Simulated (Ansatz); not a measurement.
input.yaml

```yaml
crystal:
  lattice:
    - [3.4863778627, 0.0, 0.0]
    - [-1.7431889314, 3.0192917963, 0.0]
    - [0.0, 0.0, 4.17804122]
  atoms:
    - { symbol: Mg, position: [0.66666667, 0.33333333, 0.75] }
    - { symbol: Mg, position: [0.33333333, 0.66666667, 0.25] }
    - { symbol: O, position: [0.66666667, 0.33333333, 0.25] }
    - { symbol: O, position: [0.3462407089, 0.66666667, 0.75] }
basis:
  ecutwfc: 420
kpoints:
  mp_grid: { grid: [9, 9, 6] }
hamiltonian:
  xc: pbe
scf:
  occupations: { method: gaussian, width: 0.02 }
output:
  forces: true
  stress: true
  eigenvalues: true
```

It can be run as
```bash
ansatz run input.yaml --threads 1 --pin off --backend cpu --events-out ev --progress --plain --runs-dir out  # memory cap (--max-ram) not shown
```

The calculation used DFT PBE, scalar-relativistic, plane waves, PAW in Ansatz.

Abridged output:

```
Pseudopotentials: kind: paw
Pseudopotential: Mg, paw, valence charge 10, recommended cutoff 420 eV (normal)
Pseudopotential: O, paw, valence charge 6, recommended cutoff 420 eV (normal)
Functional definition: PBE
Crystal: 4 atoms, lattice volume = 43.980 Å³
Basis set: ecut = 420 eV, 823 PW (Γ), exchange–correlation on 48×48×60 points (8 copies of the dense FFT grid, shifted against one another)
Bands: 20, of which v1, the nominal top of the filled ones, is band 16 counted from 1 (15 counted from 0)
Symmetry: 2 space group operations
Space group: Pm (ITA 6), of the structure as read, at distance tolerance 3.5e-5 Å
k-points: 164 of 486 (time reversal used)
Initial density: superposition of atomic densities (neutral atoms: chi_scale 0, normalization atom), corrected by the library's trained network
Initial wavefunctions: pseudopotential atomic-orbital guess
Functional: x = pbe(κ = 0.804, μ = 0.21951497), c = pbe(β = 0.06672455)
SCF iter   1: F=—  HF=-4988.106393 eV  |F-HF|=—  |Δ(HF+E_count)|=         —  Δρ=1.19e-3  dr2=2.76e-4  ethr=1.77e-3  ⟨swp⟩=6.0  Hψ=15424  notcnv=0
SCF iter   2: F=—  HF=-4988.106510 eV  |F-HF|=—  |Δ(HF+E_count)|=   1.16e-4  Δρ=5.96e-4  dr2=7.63e-5  ethr=8.62e-7  ⟨swp⟩=2.3  Hψ=7843  notcnv=0
SCF iter   3: F=—  HF=-4988.107037 eV  |F-HF|=—  |Δ(HF+E_count)|=   5.28e-4  Δρ=2.50e-4  dr2=1.91e-5  ethr=2.39e-7  ⟨swp⟩=3.0  Hψ=6525  notcnv=0
SCF iter   4: F=—  HF=-4988.107061 eV  |F-HF|=—  |Δ(HF+E_count)|=   2.35e-5  Δρ=5.03e-5  dr2=7.85e-7  ethr=5.98e-8  ⟨swp⟩=2.6  Hψ=5636  notcnv=0
SCF iter   5: F=—  HF=-4988.107061 eV  |F-HF|=—  |Δ(HF+E_count)|=   3.67e-7  Δρ=4.07e-5  dr2=4.69e-7  ethr=2.45e-9  ⟨swp⟩=2.0  Hψ=5904  notcnv=0
SCF iter   6: F=-4988.107061 eV  HF=-4988.107061 eV  |F-HF|=1.88e-8  |Δ(HF+E_count)|=   5.76e-8  Δρ=6.43e-6  dr2=1.42e-8  ethr=3.13e-10  ⟨swp⟩=3.0  Hψ=12262  notcnv=0
SCF 1 converged in 6 iterations: F = -4988.107061 eV  dr2 = 1.42e-8
SCF converged after 6 iterations
Free energy (F): -4988.107061 eV
Harris-Foulkes:  -4988.107061 eV  (|F-HF|=1.88e-8)
Internal energy: -4988.107061 eV  (E = F + TS)
E sigma→0 (E₀):  -4988.107061 eV
Fermi energy:    7.939225 eV
--- Per-component energies (eV) ---
  E_band       = -645.551239
  E_kinetic    = 510.529124
  E_local      = -3647.521051  (includes V_loc(G=0)·N_el)
  E_nonlocal   = 285.888077
  E_hartree    = 1299.539988
  E_xc         = -209.916821
  E_vxc        = -268.898414  (∫ρ·V_xc dr)
  E_paw        = -899.953866  (= ΣΔE_a)
  E_vpaw       = -124.634821  (= ΣTr[D̂ρ^β])
  E_aug_tail   = 0.004992  (compensation charges beyond the density's cutoff)
  E_ewald      = -2326.677504
  E_smearing   =  0.000000  (= −TS)
--- Forces (eV/Å), atoms counted from 1 ---
  atom   1  Mg     0.33031565    -0.03116150     0.00000000
  atom   2  Mg     0.07173997     0.00018203     0.00000000
  atom   3  O      0.08435407    -0.00316209     0.00000000
  atom   4  O     -0.48639152     0.03414046     0.00000000
--- Stress (GPa, compression-positive) ---
        4.365337      -1.522124       0.000000
       -1.522127       4.270455       0.000000
        0.000000       0.000000       5.274500
  P = ⅓ Tr σ = 4.6368 GPa (46.368 kbar)
--- Band table (eV; the first three rows and the last of 164) ---
  k-point 0: bands = ["-66.0413", "-66.0282", "-32.8272", "-32.8123", "-32.8070", "-32.7848", "-32.7775", "-32.7514", "-10.7177", "-9.3218", "2.5998", "4.4412", "4.5329", "5.3830", "5.4367", "6.2136", "9.6648", "15.7254", "18.4712", "18.6709"]
  k-point 1: bands = ["-66.0405", "-66.0290", "-32.8228", "-32.8104", "-32.8053", "-32.7866", "-32.7792", "-32.7571", "-10.6223", "-9.4111", "2.7203", "4.5013", "4.5856", "5.3222", "5.3634", "5.7075", "10.2087", "15.2115", "18.5983", "18.7751"]
  k-point 2: bands = ["-66.0384", "-66.0311", "-32.8103", "-32.8055", "-32.8009", "-32.7914", "-32.7834", "-32.7722", "-10.3617", "-9.6599", "3.1094", "4.6710", "4.7244", "4.7358", "5.1609", "5.1703", "11.3571", "14.0525", "18.6803", "18.7516"]
  k-point 163: bands = ["-66.0360", "-66.0322", "-32.8371", "-32.8349", "-32.8019", "-32.7939", "-32.7669", "-32.7644", "-9.7319", "-9.7293", "2.5279", "2.5378", "4.4333", "4.4529", "5.5151", "5.5167", "13.6559", "13.6662", "18.1015", "18.1327"]
```

Self-consistency was reached.